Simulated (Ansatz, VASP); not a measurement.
SnSe: VASP beside Ansatz

The input POSCAR:

```
SnSe
1.0
    0.0000000000      3.0100000000      3.0100000000
    3.0100000000      0.0000000000      3.0100000000
    3.0100000000      3.0100000000      0.0000000000
Sn Se
1 1
Direct
    0.0000000000      0.0000000000      0.0000000000
    0.5000000000      0.5000000000      0.5000000000
```

File INCAR.step1:

```
PREC = Accurate ; ENCUT = 520
ISMEAR = -1 ; SIGMA = 0.02
LREAL = F ; LASPH = T
NELM = 80 ; NBANDS = 17
GGA = PE ; ALGO = Normal
EDIFF = 1E-4 ; LWAVE = T
LCHARG = F
```

INCAR.step2

```
PREC = Accurate ; ENCUT = 520
EDIFF = 1E-8 ; ISMEAR = -1
SIGMA = 0.02 ; LREAL = F
LASPH = T ; NELM = 80
ALGO = Normal ; ISIF = 2
LWAVE = F ; LCHARG = F
METAGGA = R2SCAN ; LMIXTAU = T
LEFG = T ; NBANDS = 17
ISTART = 1
```

KPOINTS

```
regular mesh
0
Gamma
  9 9 9
```

Input for Ansatz:

```yaml
crystal:
  lattice:
    - [0.0, 3.01, 3.01]
    - [3.01, 0.0, 3.01]
    - [3.01, 3.01, 0.0]
  atoms:
    - { symbol: Sn, position: [0.0, 0.0, 0.0] }
    - { symbol: Se, position: [0.5, 0.5, 0.5] }
kpoints:
  mp_grid: { grid: [9, 9, 9] }
  band_path:
    path:
      - [0.0, 0.0, 0.0]
      - [0.5, 0.0, 0.5]
      - [0.625, 0.25, 0.625]
      - [0.375, 0.375, 0.75]
      - [0.0, 0.0, 0.0]
      - [0.5, 0.5, 0.5]
      - [0.5, 0.25, 0.75]
      - [0.5, 0.0, 0.5]
    npoints: 5
scf:
  occupations: { method: fermi_dirac, width: 0.02 }
hamiltonian:
  xc: r2scan
  pseudopotentials: { kind: paw }
output:
  forces: true
  stress: true
  eigenvalues: true
  efg: { contact_densities: true }
```

Alike in both runs: task electric field gradients; functional r2SCAN; k mesh 9 × 9 × 9; occupations fermi-dirac, width 0.02 eV; no spin polarisation.

```csv
,VASP,Ansatz
version,VASP 6.6.1,Ansatz 0.2.0
potentials or method,"VASP PAW PBE potentials, release 64 (Sn_d, Se)","PAW with Ansatz's default frozen-core files, scalar-relativistic"
plane-wave cutoff (eV),520,500
valence electrons in the cell,20,30
```

```csv
,VASP,Ansatz,Ansatz less VASP
pressure (GPa),0.0,0.0,0.00
Vzz of the field gradient on the site that differs most (V/Å²),0.0,0.0,0.00
```

The functional is the same, so the differences come from potentials, cutoffs and numerics. The two sets of potentials don't hold the same shells in valence. Ansatz warned: «gradients_without_spin_orbit».

Caveats: the PAW data sets were made with another functional, which shifts forces and pressure a little (VASP).
